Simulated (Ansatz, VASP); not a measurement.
**ScGa3 in two plane-wave programs**

Wanted: the spread between two codes on one cell, functional and k mesh.

Method: plane waves, with VASP 6.6.1 beside it; relaxation of cell and atoms at r2SCAN, in Ansatz 0.2.0.

### 1. Starting point

The structure is cubic, space group Pm-3m (No. 221). Conventional cell: a = 4.095 Å, b = 4.095 Å, c = 4.095 Å, α = 90.00°, β = 90.00°, γ = 90.00°. Nearest to Sc lie 12 Ga at 2.90 Å. Ga has 4 Sc at 2.90 Å and 8 Ga at 2.90 Å nearest. Farther neighbours are not listed.

### 2. VASP: relaxation of cell and atoms, r2SCAN

The relaxed volume is the usual yardstick between codes: its relative difference is about their pressure difference at one cell divided by the bulk modulus.

Lines of VASP's logs that name or quote its potential files are left out, and so is its time.

INCAR reads:

```
SYSTEM = ScGa3
PREC = Accurate
ENCUT = 520
EDIFF = 1E-06
NELM = 100
ISMEAR = -1
SIGMA = 0.05
LREAL = .FALSE.
ALGO = Normal
METAGGA = R2SCAN
LASPH = .TRUE.
NBANDS = 31
LORBIT = 11
LWAVE = .FALSE.
LCHARG = .FALSE.
KPAR = 4
IBRION = 2
NSW = 60
ISIF = 3
EDIFFG = -0.01
```

POSCAR reads:

```
ScGa3
1.0
    4.0950000000      0.0000000000      0.0000000000
    0.0000000000      4.0950000000      0.0000000000
    0.0000000000      0.0000000000      4.0950000000
Sc Ga
1 3
Direct
    0.0000000000      0.0000000000      0.0000000000
    0.0000000000      0.5000000000      0.5000000000
    0.5000000000      0.0000000000      0.5000000000
    0.5000000000      0.5000000000      0.0000000000
```

KPOINTS reads:

```
Automatic mesh
0
Gamma
6 6 6
0 0 0
```

Potentials, in the order of the species: Sc_sv and Ga_d (PBE family, release 64).

The run is started by

```bash
mpirun -np 4 vasp_std
```

Numbers of over 12 decimals in the logs are rounded to 6 here.

What it wrote:

```text
[banner, memory and clock lines left out]
running    4 mpi-ranks, on    1 nodes
 distrk:  each k-point on    1 cores,    4 groups
 distr:  one band on    1 cores,    1 groups

 POSCAR found type information on POSCAR ScGa
 POSCAR found :  2 types and       4 ions
|                                                                             |
|               ----> ADVICE to this user running VASP <----                  |
|                                                                             |
|     You enforced a specific xc type in the INCAR file but a different       |
|     [... a line on the potential file left out ...]
|     I HOPE YOU KNOW WHAT YOU ARE DOING!                                     |
|                                                                             |

 LDA part: xc-table for (None), standard interpolation
 POSCAR, INCAR and KPOINTS ok, starting setup
 FFT: planning ... GRIDC
 FFT: planning ... GRID_SOFT
 FFT: planning ... GRID
 WAVECAR not read
 entering main loop
       N       E                     dE             d eps       ncg     rms          rms(c)
DAV:   1     0.401817566772E+03    0.40182E+03   -0.24194E+04  1240   0.294E+03
DAV:   2    -0.508391719212E+01   -0.40690E+03   -0.39845E+03  1248   0.659E+02
DAV:   3    -0.530393807286E+02   -0.47955E+02   -0.46993E+02  1494   0.190E+02
DAV:   4    -0.546837647043E+02   -0.16444E+01   -0.16289E+01  1589   0.365E+01
DAV:   5    -0.547326807044E+02   -0.48916E-01   -0.48902E-01  1625   0.662E+00    0.990E+00
DAV:   6    -0.477667692550E+02    0.69659E+01   -0.57233E+00  1618   0.257E+01    0.225E+00
DAV:   7    -0.477956199787E+02   -0.28851E-01   -0.18591E-01  1697   0.330E+00    0.130E+00
DAV:   8    -0.478026219633E+02   -0.70020E-02   -0.54114E-02  1604   0.226E+00    0.232E-01
DAV:   9    -0.478019925253E+02    0.62944E-03   -0.12815E-02  1644   0.126E+00    0.610E-02
DAV:  10    -0.478020645779E+02   -0.72053E-04   -0.59599E-04  1551   0.200E-01    0.272E-02
DAV:  11    -0.478021094752E+02   -0.44897E-04   -0.80352E-05  1724   0.824E-02    0.476E-03
DAV:  12    -0.478021112781E+02   -0.18029E-05   -0.40169E-06  1241   0.180E-02    0.193E-03
DAV:  13    -0.478021081092E+02    0.31689E-05   -0.67577E-07   923   0.792E-03    0.359E-04
DAV:  14    -0.478021082306E+02   -0.12139E-06   -0.13297E-07   788   0.537E-03
   1 F= -.47802108E+02 E0= -.47799480E+02  d E =-.478021E+02
 curvature:   0.00 expect dE= 0.000E+00 dE for cont linesearch  0.000E+00
 trial: gam= 0.00000 g(F)=  0.000E+00 g(S)=  0.298E-02 ort = 0.000E+00 (trialstep = 0.100E+01)
 search vector abs. value=  0.298E-02
 bond charge predicted
       N       E                     dE             d eps       ncg     rms          rms(c)
DAV:   1    -0.478581159893E+02   -0.56008E-01   -0.93874E-01  1240   0.125E+01    0.150E+00
DAV:   2    -0.478145151564E+02    0.43601E-01   -0.94605E-02  1240   0.414E+00    0.623E-01
DAV:   3    -0.478047198236E+02    0.97953E-02   -0.16276E-02  1478   0.160E+00    0.179E-01
DAV:   4    -0.478035133871E+02    0.12064E-02   -0.27313E-03  1650   0.552E-01    0.422E-02
DAV:   5    -0.478034334297E+02    0.79957E-04   -0.25640E-04  1693   0.153E-01    0.120E-02
DAV:   6    -0.478034129568E+02    0.20473E-04   -0.35018E-05  1685   0.395E-02    0.657E-03
DAV:   7    -0.478034071330E+02    0.58238E-05   -0.59332E-06  1502   0.227E-02    0.640E-04
DAV:   8    -0.478034052276E+02    0.19055E-05   -0.24240E-07   718   0.640E-03    0.493E-04
DAV:   9    -0.478034031499E+02    0.20777E-05   -0.77092E-08   676   0.356E-03    0.573E-04
DAV:  10    -0.478034030955E+02    0.54351E-07   -0.27299E-08   676   0.229E-03
   2 F= -.47803403E+02 E0= -.47800653E+02  d E =-.129486E-02
 trial-energy change:   -0.001295  1 .order   -0.001108   -0.002981    0.000765
 step:   0.8366(harm=  0.7957)  dis= 0.00000  next Energy=   -47.803465 (dE=-0.136E-02)
 bond charge predicted
       N       E                     dE             d eps       ncg     rms          rms(c)
DAV:   1    -0.478049463892E+02   -0.15432E-02   -0.25296E-02  1247   0.208E+00    0.245E-01
DAV:   2    -0.478037446607E+02    0.12017E-02   -0.24753E-03  1262   0.663E-01    0.102E-01
DAV:   3    -0.478034646006E+02    0.28006E-03   -0.44558E-04  1477   0.266E-01    0.286E-02
DAV:   4    -0.478034457443E+02    0.18856E-04   -0.66075E-05  1612   0.872E-02    0.533E-03
DAV:   5    -0.478034435110E+02    0.22333E-05   -0.46210E-06  1311   0.217E-02    0.197E-03
DAV:   6    -0.478034470310E+02   -0.35200E-05   -0.76411E-07   967   0.908E-03    0.172E-03
DAV:   7    -0.478034487913E+02   -0.17603E-05   -0.24750E-07   641   0.668E-03    0.125E-03
DAV:   8    -0.478034482285E+02    0.56274E-06   -0.72453E-08   627   0.322E-03
   3 F= -.47803448E+02 E0= -.47800720E+02  d E =-.134000E-02
 curvature:  -0.38 expect dE=-0.311E-05 dE for cont linesearch -0.311E-05
 trial: gam= 0.00000 g(F)=  0.361E-64 g(S)=  0.814E-05 ort =-0.156E-03 (trialstep = 0.967E+00)
 search vector abs. value=  0.814E-05
 reached required accuracy - stopping structural energy minimisation
```

Parts of OUTCAR (step 2):

```text
ion  position               nearest neighbor table
   1  0.000  0.000  0.000-   2 2.90   3 2.90   4 2.90   2 2.90   3 2.90   2 2.90   4 2.90   2 2.90
                             3 2.90   4 2.90   3 2.90   4 2.90
   2  0.000  0.500  0.500-   1 2.90   3 2.90   4 2.90   1 2.90   4 2.90   1 2.90   3 2.90   1 2.90
                             3 2.90   4 2.90   4 2.90   3 2.90
   3  0.500  0.000  0.500-   1 2.90   2 2.90   4 2.90   1 2.90   4 2.90   2 2.90   4 2.90   4 2.90
                             1 2.90   2 2.90   1 2.90   2 2.90
   4  0.500  0.500  0.000-   1 2.90   2 2.90   3 2.90   2 2.90   3 2.90   1 2.90   3 2.90   3 2.90
                             1 2.90   2 2.90   2 2.90   1 2.90

  LATTYP: Found a simple cubic cell.
 ALAT       =     4.0950000000

 Subroutine GETGRP returns: Found 48 space group operations
 (whereof 48 operations were pure point group operations)

The static configuration has the point symmetry O_h .

 Found     20 irreducible k-points:

   k-points           NKPTS =     20   k-points in BZ     NKDIM =     20   number of bands    NBANDS=     31

   dimension x,y,z NGX =    30 NGY =   30 NGZ =   30
   dimension x,y,z NGXF=    60 NGYF=   60 NGZF=   60

   ENCUT  =  520.0 eV  38.22 Ry    6.18 a.u.   7.61  7.61  7.61*2*pi/ulx,y,z

   NELECT =      50.0000    total number of electrons

 k-points in reciprocal lattice and weights: Automatic mesh
   0.00000000  0.00000000  0.00000000       0.005
   0.16666667  0.00000000  0.00000000       0.028
   0.33333333  0.00000000  0.00000000       0.028
   0.50000000  0.00000000  0.00000000       0.014
   0.16666667  0.16666667  0.00000000       0.056
   0.33333333  0.16666667  0.00000000       0.111
   0.50000000  0.16666667  0.00000000       0.056
   0.33333333  0.33333333  0.00000000       0.056
   0.50000000  0.33333333  0.00000000       0.056
[...]
0.50000000  0.50000000  0.33333333       0.028
   0.50000000  0.50000000  0.50000000       0.005

 average (electrostatic) potential at core
       1 -48.6430       2 -68.6881       3 -68.6881       4 -68.6881

 E-fermi :   6.5147

 k-point     1 :       0.0000    0.0000    0.0000
  band No.  band energies     occupation
    ...
     21       3.2385      2.00000
     22       3.2385      2.00000
     23       4.2793      2.00000
     24       4.2793      2.00000
     25       4.2793      2.00000
     26       8.3789      0.00000
     27       8.3789      0.00000
     28       8.3789      0.00000
     29       9.9348      0.00000
     30      10.3839      0.00000
    ...

 k-point     2 :       0.1667    0.0000    0.0000
  band No.  band energies     occupation
    ...
     21       1.4222      2.00000
     22       3.4650      2.00000
     23       4.3793      2.00000
     24       4.3793      2.00000
     25       5.7239      2.00000
     26       8.1496      0.00000
     27       8.1496      0.00000
     28       8.4082      0.00000
     29       8.8482      0.00000
     30      10.2635      0.00000
    ...

 k-point     3 :       0.3333    0.0000    0.0000
  band No.  band energies     occupation
    ...
     20      -4.0548      2.00000
     21      -0.7061      2.00000
     22       4.1504      2.00000
     23       4.5744      2.00000
     24       4.5744      2.00000
     25       6.9103      0.00073
     26       7.2602      0.00000
     27       7.9256      0.00000
     28       7.9256      0.00000
     29       8.4688      0.00000
    ...

  Total        0.0149969      0.0149969      0.0149969      0.0000000      0.0000000      0.0000000
  in kB        0.3529631      0.3529631      0.3529631      0.0000000      0.0000000      0.0000000
  external PRESSURE =       0.3529631 kB  Pullay stress =       0.0000000 kB

  energy-cutoff  :      520.00
  volume of cell :       68.07
      direct lattice vectors                 reciprocal lattice vectors
     4.083139426 -0.000000000  0.000000000     0.244909589  0.000000000 -0.000000000
    -0.000000000  4.083139426 -0.000000000     0.000000000  0.244909589  0.000000000
     0.000000000 -0.000000000  4.083139426    -0.000000000  0.000000000  0.244909589

 POSITION                                       TOTAL-FORCE (eV/Angst)
 -----------------------------------------------------------------------------------
      0.00000      0.00000      0.00000         0.000000      0.000000      0.000000
     -0.00000      2.04157      2.04157        -0.000000      0.000000      0.000000
      2.04157     -0.00000      2.04157         0.000000      0.000000      0.000000
      2.04157      2.04157     -0.00000         0.000000     -0.000000      0.000000
 -----------------------------------------------------------------------------------
    total drift:                                0.000000      0.000000     -0.000000

  FREE ENERGIE OF THE ION-ELECTRON SYSTEM (eV)
  ---------------------------------------------------
  free  energy   TOTEN  =       -47.8034482285 eV

  energy  without entropy=      -47.7979920593  energy(sigma->0) =      -47.80072014

 reached required accuracy - stopping structural energy minimisation

 total charge
# of ion       s       p       d       tot
------------------------------------------
    1        2.166   6.128   1.190   9.483
    2        0.918   0.752   9.964  11.634
    3        0.918   0.752   9.964  11.634
    4        0.918   0.752   9.964  11.634
--------------------------------------------------
tot          4.920   8.383  31.081  44.384

[... 3 further parts left out ...]
```

### 3. Ansatz: relaxation of cell and atoms, r2SCAN

Ansatz runs on its default PAW (the set named soft_2) files.

The same cell, functional, mesh and smearing now go to Ansatz, which takes its cutoff from its data sets.

input.yaml reads:

```yaml
crystal:
  lattice:
    - [4.095, 0.0, 0.0]
    - [0.0, 4.095, 0.0]
    - [0.0, 0.0, 4.095]
  atoms:
    - { symbol: Sc, position: [0.0, 0.0, 0.0] }
    - { symbol: Ga, position: [0.0, 0.5, 0.5] }
    - { symbol: Ga, position: [0.5, 0.0, 0.5] }
    - { symbol: Ga, position: [0.5, 0.5, 0.0] }
hamiltonian:
  xc: r2scan
  pseudopotentials: { kind: paw }
kpoints:
  mp_grid: { grid: [6, 6, 6] }
scf:
  occupations: { method: fermi_dirac, width: 0.05 }
relax:
  f_tol: 0.01
  max_steps: 60
  cell: { stress_tol: 0.05 }
output:
  forces: true
  stress: true
  write_density: true
  write_potential: true
  elf: true
  volumetric_format: npy
```

The run is started by

```bash
ansatz run input.yaml --threads 4 --pin off --max-ram 9216MiB --backend cpu --events-out ev --progress --plain --runs-dir out
```

What it wrote:

```text
Engine: ansatz 0.2.0, aarch64-unknown-linux-gnu
Pseudopotentials: kind: paw
Pseudopotential: Sc, paw, valence charge 11, recommended cutoff 500 eV (meta_gga), Sc.paw.azcp
Pseudopotential: Ga, paw, valence charge 13, recommended cutoff 500 eV (meta_gga), Ga.paw.azcp
Functional definition: r2SCAN
  parameter k0 = 0.174
  parameter k1 = 0.065
  parameter a1 = 4.9479
  exchange = r2scan_x(k0 = k0, k1 = k1, a1 = a1)
  correlation = r2scan_c
Crystal: 4 atoms, lattice volume = 68.669 Å³
Basis set: ecut = 500 eV, 1743 PW (Γ), exchange–correlation on 120×120×120 points (64 copies of the dense FFT grid, shifted against one another)
Bands: 30, of which v1, the nominal top of the filled ones, is band 25 counted from 1 (24 counted from 0)
Symmetry: 48 space group operations
Space group: Pm-3m (ITA 221), of the structure as read, at distance tolerance 4.1e-5 Å
k-points: 20 of 216
Non-local potential: Sc, projectors of the file, l = 0: 3, l = 1: 2, l = 2: 3, l = 3: 1
Non-local potential: Ga, projectors of the file, l = 0: 2, l = 1: 2, l = 2: 3, l = 3: 1
PAW form: soft (Blöchl's): semilocal exchange-correlation on the pseudo side does not see the compensation charge
PAW frozen core: Sc, regenerated for the run's functional (the file was generated under x = pbe(κ = 0.804, μ = 0.219515), c = pbe(β = 0.066725))
PAW frozen core: Ga, regenerated for the run's functional (the file was generated under x = pbe(κ = 0.804, μ = 0.219515), c = pbe(β = 0.066725))
PAW one-centre angular grid: Sc, 590 points (default); XC on 160 Gauss nodes
PAW one-centre angular grid: Ga, 590 points (default); XC on 160 Gauss nodes
Initial density: superposition of atomic densities (neutral atoms: chi_scale 0, normalization atom), corrected by the library's trained network
Initial wavefunctions: pseudopotential atomic-orbital guess
Functional: x = r2scan, c = r2scan; τ floored in thin density (d = 2e-4 eV/Å³)
SCF iter   1: F=—  HF=-13513.471594 eV  |F-HF|=—  |Δ(HF+E_count)|=         —  Δρ=1.27e-2  dr2=9.86e-2  dr2_τ=8.46e-3  ethr=1.77e-3  ⟨swp⟩=5.8  Hψ=2206  notcnv=0
preconditioner: auto → Resta (q_TF=auto, 2.588 Å⁻¹)  ε∞=4.4  [insulator: Δε(μ)=0.257 eV  Ē_g=16.903 eV  σ=0.050 eV  W_gap=0.71  n_scr=18 (ndim 8)  ℏωp=31.0 eV  f_vac=0.000  D(μ)=0.59/eV (n_scr^D=0)  ε∞_Penn≈4.4]
SCF iter   2: F=—  HF=-13513.509331 eV  |F-HF|=—  |Δ(HF+E_count)|=   3.77e-2  Δρ=3.08e-3  dr2=6.76e-3  dr2_τ=9.50e-4  ethr=1.97e-4  ⟨swp⟩=2.5  Hψ=1350  notcnv=0  defer=4
SCF iter   3: F=—  HF=-13513.508345 eV  |F-HF|=—  |Δ(HF+E_count)|=   9.85e-4  Δρ=2.49e-3  dr2=3.60e-3  dr2_τ=5.85e-5  ethr=1.35e-5  ⟨swp⟩=2.0  Hψ=901  notcnv=0  defer=4
SCF iter   4: F=—  HF=-13513.508523 eV  |F-HF|=—  |Δ(HF+E_count)|=   1.78e-4  Δρ=8.44e-4  dr2=7.08e-4  dr2_τ=2.07e-5  ethr=7.19e-6  ⟨swp⟩=2.5  Hψ=1082  notcnv=0  defer=4
SCF iter   5: F=—  HF=-13513.508415 eV  |F-HF|=—  |Δ(HF+E_count)|=   1.09e-4  Δρ=2.51e-4  dr2=5.94e-5  dr2_τ=5.20e-7  ethr=1.42e-6  ⟨swp⟩=2.0  Hψ=1074  notcnv=0  defer=4
SCF iter   6: F=—  HF=-13513.508446 eV  |F-HF|=—  |Δ(HF+E_count)|=   3.14e-5  Δρ=4.75e-5  dr2=1.94e-6  dr2_τ=5.00e-8  ethr=1.19e-7  ⟨swp⟩=2.6  Hψ=951  notcnv=0  defer=4
SCF iter   7: F=-13513.508448 eV  HF=-13513.508447 eV  |F-HF|=1.16e-7  |Δ(HF+E_count)|=   1.29e-6  Δρ=1.31e-5  dr2=8.67e-8  dr2_τ=1.46e-9  ethr=2.00e-10  ⟨swp⟩=5.8  Hψ=3647  notcnv=0
SCF 1 converged in 7 iterations: F = -13513.508448 eV  dr2 = 8.67e-8
  greatest PAW one-centre occupation: 0.998 electrons in one spin orbital (limit 2), on the Sc atom at site 0 (counted from 0), in its partial waves of l = 0
relax step   1: F+E_penalty+E_count = -13513.50844761 eV  Δ(F+E_penalty+E_count) = +0.000e0 eV  max|allowed force component| = 9.019e-29 eV/Å  Δτ_max = 0.0000 Å  P = -0.975 GPa  Ω = 68.669 Å³  (7 SCF iters, dr2 threshold 1.00e-7 eV, accepted)
[...]
relax step   2: F+E_penalty+E_count = -13513.51062152 eV  Δ(F+E_penalty+E_count) = -2.174e-3 eV  max|allowed force component| = 9.959e-30 eV/Å  Δτ_max = 0.0000 Å  P = +0.636 GPa  Ω = 67.368 Å³  energy of the carried Pulay correction = +6.917e-4 eV  (6 SCF iters, dr2 threshold 4.00e-7 eV, accepted)
[...]
relax step   3: F+E_penalty+E_count = -13513.51133317 eV  Δ(F+E_penalty+E_count) = -7.116e-4 eV  max|allowed force component| = 4.963e-30 eV/Å  Δτ_max = 0.0000 Å  P = -0.011 GPa  Ω = 67.876 Å³  energy of the carried Pulay correction = +4.203e-4 eV  (5 SCF iters, dr2 threshold 4.00e-7 eV, accepted)
[...]
relax step   4: F+E_penalty+E_count = -13513.51089501 eV  Δ(F+E_penalty+E_count) = +4.382e-4 eV  max|allowed force component| = 1.226e-29 eV/Å  Δτ_max = 0.0000 Å  P = -0.016 GPa  Ω = 67.876 Å³  stress off target by 1.64e-2 GPa  SCF on the basis re-selected at this cell (its energy is not comparable with the rows above)  (6 SCF iters)
basis re-selected at this cell: Δ(F+E_penalty+E_count) = +4.382e-4 eV, ΔP = -0.005 GPa vs the last step (what re-selecting the basis moved, of the pressure what is left beyond the Pulay correction that the steps carried, after the strain that the cell walked since its last selection, with what the two solves' SCF thresholds leave and, on support functions, any second-order correction that the steps lacked; it is no m [...]
SCF converged after 6 iterations
Free energy (F): -13513.510895 eV
Harris-Foulkes:  -13513.510895 eV  (|F-HF|=7.28e-12)
Internal energy: -13513.505306 eV  (E = F + TS)
E sigma→0 (E₀):  -13513.508100 eV
Entropy (-TS):   -0.005589 eV (-1.397 meV/atom)
Fermi energy:    12.047569 eV
--- Per-component energies (eV) ---
  E_band       = -193.287495
  E_kinetic    = 610.521220
  E_local      = -5828.346449  (includes V_loc(G=0)·N_el)
  E_nonlocal   = 1356.096746
  E_hartree    = 2679.384053
  E_xc         = -290.966443
  E_vxc        = -326.112406  (∫ρ·V_xc dr)
  E_paw        = -6968.312938  (= ΣΔE_a)
  E_vpaw       = -1383.692780  (= ΣTr[D̂ρ^β])
  E_aug_tail   = -0.000110  (compensation charges beyond the density's cutoff)
  E_vtau       = 19.478166  (kinetic-family band-sum trace: ∫τ·v_τ [+ j·A + Jᵃ·Aᵃ] dr)
  E_ewald      = -5069.683684
  E_core_change = -2.197701  (= ΣΔE_core)
  E_smearing   = -0.005589  (= −TS)
  E_closure    = -0.000000  (closes the sum)
  Σ components = -13513.510895   (vs F -13513.510895, Δ=0.00e0)
--- Forces (eV/Å), atoms counted from 1 ---
  atom   1  Sc    -0.00000000    -0.00000000    -0.00000000
  atom   2  Ga    -0.00000000     0.00000000     0.00000000
  atom   3  Ga     0.00000000     0.00000000     0.00000000
  atom   4  Ga    -0.00000000     0.00000000    -0.00000000
  max |Σ_I F_I| component: 2.35e-29 eV/Å
--- Stress (GPa, compression-positive) ---
       -0.016418      -0.000000      -0.000000
       -0.000000      -0.016418       0.000000
       -0.000000       0.000000      -0.016418
  P = ⅓ Tr σ = -0.0164 GPa (-0.164 kbar)
--- Band table (eV; the first three rows and the last of 20) ---
  k-point 0: bands = [... 21 lower, 8.7786, 9.7981, 9.7981, 9.7981, 13.9097, 13.9097, 13.9097, 15.4759, ... 1 higher]
  k-point 1: bands = [... 21 lower, 9.0051, 9.8993, 9.8993, 11.2545, 13.6801, 13.6801, 13.9394, 14.3912, ... 1 higher]
  k-point 2: bands = [... 21 lower, 9.6902, 10.0973, 10.0973, 12.4527, 12.7933, 13.4546, 13.4546, 14.0006, ... 1 higher]
  k-point 19: bands = [... 21 lower, 6.0957, 7.2178, 8.6013, 8.6013, 8.6013, 14.7108, 14.8337, 14.8337, ... 1 higher]
--- Relaxed structure (3 steps of the walk, 3 accepted, 1 SCFs on fresh bases) ---
  F+E_penalty+E_count = -13513.51089501 eV   max|allowed force component| = 1.226e-29 eV/Å   (the final SCF, on the basis selected at the relaxed cell)
  cell:  # Å, volume = 67.8756 Å³
    - [4.079164, 0, 0]
    - [0, 4.079164, 0]
    - [0, 0.0, 4.079164]
  atoms:
    - { symbol: Sc, position: [0, 0, 0] }
    - { symbol: Ga, position: [0, 0.5, 0.5] }
    - { symbol: Ga, position: [0.5, 0, 0.5] }
    - { symbol: Ga, position: [0.5, 0.5, 0] }
```

The job ended after 6.5 s (4 threads of Arm Neoverse V1, shared host; peak memory 0.54 GiB).

### 4. Side by side

Known differences besides the potentials themselves: VASP keeps PBE cores, Ansatz makes them for the functional; both relaxations stop at a tolerance, which leaves soft axes loose, and VASP keeps its plane-wave basis; the cutoff is 500 eV in Ansatz and 520 eV in VASP; Ansatz adds a Pulay correction to the stress that steers its cell, VASP none. Total energies have different zeros and are not compared.

Compared:

```
                                         quantity  Ansatz   VASP  difference
                                      volume (Å³)   67.88  68.07     -0.29 %
edge a after relaxation, in the typed setting (Å)   4.079  4.083     -0.10 %
```

The walks stopped with -0.02 GPa left in Ansatz and 0.04 GPa in VASP; each walk ends within a tolerance, so the volume difference is uncertain by about these residues over the bulk modulus, most in soft cells.

### 5. Outcome

```
difference in volume (relaxation of cell and atoms, r2SCAN) : -0.29 %
```

The difference in volume is -0.29 % (relaxation of cell and atoms, r2SCAN), within the 1.2 % picked in this series as the mark of a large difference, as far as the stopping tolerances let one tell. How closely two codes agree says nothing of how well the functional describes the real material.

[Lines on the potential files, build, host, timing and source positions are cut from VASP's logs without a mark.]

[Logs are printed without paths, hosts, clocks, repeated set-up lines and the standing remarks that a program may print on its own settings, such as how far it seeks lower states.]

[Hosts, paths, dates, database ids (printed as entryN), source tags and the programs' standing remarks are cut or masked in the printed files.]
